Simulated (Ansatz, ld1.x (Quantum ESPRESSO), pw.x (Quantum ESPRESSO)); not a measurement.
silicon (Si): does the TM potential hold in the solid?

```
Element                 : Si
Generator               : ld1.x (Quantum ESPRESSO) 7.5
Type                    : norm-conserving Troullier–Martins (Kleinman–Bylander form)
Functional              : PBE
Relativity              : scalar-relativistic
Frozen core             : [Ne]
Valence charge          : 4
Reference configuration : 3s2 3p0 (charge +2)
Partial waves           : 3p (bound, empty): rc 1.60 bohr; 3d channel at 0.05 Ry: rc 1.70 bohr; 3s (bound): rc 1.55 bohr
Local potential         : the s channel
Core correction         : none
```

Crystal test: fcc Si in pw.x 7.5, no spin, 15³ k-points, Fermi–Dirac smearing 0.01 Ry, cutoffs 50/200 Ry. The reference is all-electron LAPW (Ansatz 0.2.0) with the same functional, mesh and smearing; V0 and B0 come from Birch–Murnaghan fits to the pressures at five volumes. Errors are pseudo minus all-electron; Δ is the rms difference of the E(V) curves that follow from these fits, minima aligned, over ±6 % about the mean V0. Mesh and smearing are coarse, so the numbers serve the comparison and aren't converged zero-temperature values; the lattice is a test structure that the element need not adopt.

```
V (Å³/atom)  P all-electron (GPa)  P pseudo (GPa)
     13.704                  5.12            5.96
     14.064                  2.56            3.31
     14.425                  0.32            0.99
     14.786                 -1.65           -1.05
     15.146                 -3.38           -2.85
```

All-electron: a0 = 3.869 Å (V0 = 14.48 Å³/atom), B0 = 82.7 GPa.

Pseudopotential: mean pressure error (GPa): +0.68; a0 (Å): 3.879; a0 error (%): +0.26; B0 error (%): +0.3; Δ (meV/atom): 2.1.

Question: At the middle volume, how do free energy and pressure move when the wave cutoff is lowered (ecutrho kept at four times it)?

Answer:

| cutoff (Ry) | shift of F (meV/atom) | shift of P (GPa) |
| --- | --- | --- |
| 22 | +159.0 | +0.09 |
| 30 | +77.6 | -1.66 |
| 40 | +9.2 | -0.62 |

Input at the middle volume:

```
&control
  calculation='scf', prefix='x', pseudo_dir='./', outdir='./tmp', tstress=.true., disk_io='none'
/
&system
  ibrav=0, nat=1, ntyp=1, ecutwfc=50, ecutrho=200, nbnd=9,
  occupations='smearing', smearing='fd', degauss=0.01
/
&electrons
  conv_thr=1e-09, mixing_beta=0.4, electron_maxstep=70
/
ATOMIC_SPECIES
Si 1.0 Si.UPF
CELL_PARAMETERS angstrom
  0.00000000 1.93209559 1.93209559
  1.93209559 0.00000000 1.93209559
  1.93209559 1.93209559 0.00000000
ATOMIC_POSITIONS crystal
Si 0.0000 0.0000 0.0000
K_POINTS automatic
15 15 15 0 0 0
```

```bash
pw.x < Si.scf.in > Si.scf.out
```

Lines of the output:

```
Message from routine setup:
     using ibrav=0 with symmetry is DISCOURAGED, use correct ibrav instead
     lattice parameter (alat)  =       5.1635  a.u.
     unit-cell volume          =      97.3447 (a.u.)^3
     number of electrons       =         4.00
     number of Kohn-Sham states=            9
     kinetic-energy cutoff     =      50.0000  Ry
     charge density cutoff     =     200.0000  Ry
     scf convergence threshold =      1.0E-09
     Exchange-correlation= PBE
     number of k points=   120  Fermi-Dirac smearing, width (Ry)=  0.0100
     iteration #  1     ecut=    50.00 Ry     beta= 0.40
     total energy              =      -7.85690216 Ry
     estimated scf accuracy    <       0.14035506 Ry
     iteration #  2     ecut=    50.00 Ry     beta= 0.40
     total energy              =      -7.84403880 Ry
     estimated scf accuracy    <       0.04677380 Ry
     iteration #  3     ecut=    50.00 Ry     beta= 0.40
     total energy              =      -7.84560455 Ry
     estimated scf accuracy    <       0.00012583 Ry
     iteration #  4     ecut=    50.00 Ry     beta= 0.40
     total energy              =      -7.84565264 Ry
     estimated scf accuracy    <       0.00000746 Ry
     iteration #  5     ecut=    50.00 Ry     beta= 0.40
     total energy              =      -7.84565278 Ry
     estimated scf accuracy    <       0.00000165 Ry
     iteration #  6     ecut=    50.00 Ry     beta= 0.40
     total energy              =      -7.84565280 Ry
     estimated scf accuracy    <       0.00000010 Ry
     iteration #  7     ecut=    50.00 Ry     beta= 0.40
     the Fermi energy is    10.7962 ev
!    total energy              =      -7.84565281 Ry
     estimated scf accuracy    <          1.5E-10 Ry
     smearing contrib. (-TS)   =      -0.00201302 Ry
     The total energy is F=E-TS. E is the sum of the following terms:
     one-electron contribution =       4.61647467 Ry
     hartree contribution      =       0.03040270 Ry
     xc contribution           =      -2.44461860 Ry
     ewald contribution        =     -10.04589857 Ry
     convergence has been achieved in   7 iterations
          total   stress  (Ry/bohr**3)                   (kbar)     P=        9.91
     Message from routine punch:
     Nothing written, as per user request (disk_io='none')
```

The run at the middle volume (120 k-points, 7 iterations) took about 6.8 s on one core of a shared host (Neoverse-V1, 32 threads, 247 GiB, load 13).
